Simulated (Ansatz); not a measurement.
Predict the output of the script below (Ansatz 0.2.0, Python API).

Contents of `sro.cif`:
```cif
data_SrO
_cell_length_a 4.275466
_cell_length_b 4.275466
_cell_length_c 5.155595
_cell_angle_alpha 90.00000
_cell_angle_beta 90.00000
_cell_angle_gamma 120.00000
_symmetry_space_group_name_H-M 'P 1'
_symmetry_Int_Tables_number 1
loop_
_symmetry_equiv_pos_as_xyz
'x, y, z'
loop_
_atom_site_label
_atom_site_type_symbol
_atom_site_fract_x
_atom_site_fract_y
_atom_site_fract_z
Sr1 Sr    0.333333    0.666667    0.938128
Sr2 Sr    0.666667    0.333333    0.438128
O3 O    0.333333    0.666667    0.436872
O4 O    0.666667    0.333333    0.936872
```

The script, `sro_elastic.py`:
```python
"""Elastic constants of SrO."""

import argparse
import warnings

import ansatz as az
from ase.io import read
import numpy as np

parser = argparse.ArgumentParser(description="Elastic constants of SrO.")
parser.add_argument("--functional", required=True, help="exchange-correlation functional")
parser.add_argument("--mesh", type=int, nargs=3, required=True, help="k-point sampling")
args = parser.parse_args()


def main() -> None:
    warnings.simplefilter("ignore", az.DeckWarning)

    atoms = read("sro.cif")
    crystal = az.Crystal.from_ase(atoms)

    calc = (
        crystal.calculation()
        .functional(args.functional)
        .pseudopotentials("paw")
        .occupations(az.OccupationsMethod.FIXED)
        .kpoints(*args.mesh)
    )
    res = calc.elastic(az.ElasticMode.RELAXED_ION).run(threads=1)
    elastic = res.elastic

    print(np.array2string(np.round(elastic.c_gpa, 1) + 0.0, suppress_small=True))
    print("Voigt stress of the unstrained cell (GPa, tension positive):", np.round(elastic.sigma0_gpa, 3) + 0.0)
    print("smallest eigenvalue of C:", round(elastic.stability.min_eigenvalue_gpa, 1), "GPa; stable:", elastic.stability.stable)
    # averaged moduli need a positive definite tensor
    if elastic.stability.min_eigenvalue_gpa > 0:
        m = elastic.moduli
        print(f"K = {m.k_hill_gpa:.1f}, G = {m.g_hill_gpa:.1f}, E = {m.youngs_gpa:.1f} GPa, Poisson ratio {m.poisson:.3f}, K/G = {m.k_hill_gpa / m.g_hill_gpa:.2f}")


if __name__ == "__main__":
    main()
```

```console
$ python sro_elastic.py --functional PBE --mesh 6 6 5
[[ 94.5  74.9  41.1   0.    0.    0. ]
 [ 74.9  94.5  41.1   0.    0.    0. ]
 [ 41.4  41.4 152.    0.    0.    0. ]
 [  0.    0.    0.   43.8   0.    0. ]
 [  0.    0.    0.    0.   43.8   0. ]
 [  0.    0.    0.    0.    0.    9.8]]
Voigt stress of the unstrained cell (GPa, tension positive): [-0.797 -0.797 -1.092  0.     0.     0.   ]
smallest eigenvalue of C: 9.8 GPa; stable: True
K = 72.7, G = 25.1, E = 67.6 GPa, Poisson ratio 0.345, K/G = 2.89
```

Reading the output:
- A positive definite tensor excludes instabilities under uniform strain alone; phonons elsewhere in the zone can still be imaginary.
- Within a few hundredths of an angstrom the cell has the higher group P6_3/mmc; the lower one is a small distortion.
- The cell relaxed to the group P6_3/mmc; tensors and edges are in the axes of the typed cell.
- The structure comes from a database of computed cells and needn't be a stable or known phase.
- The constants belong to the cell that was strained; where it wasn't relaxed first it may be under stress.
- Hardware and time: 4.7 min on 1 thread of Arm Neoverse V1, with other jobs on the host, peak memory 0.52 GiB.

(A comment or docstring line of the script was reworded after the run, the code is as it ran.)
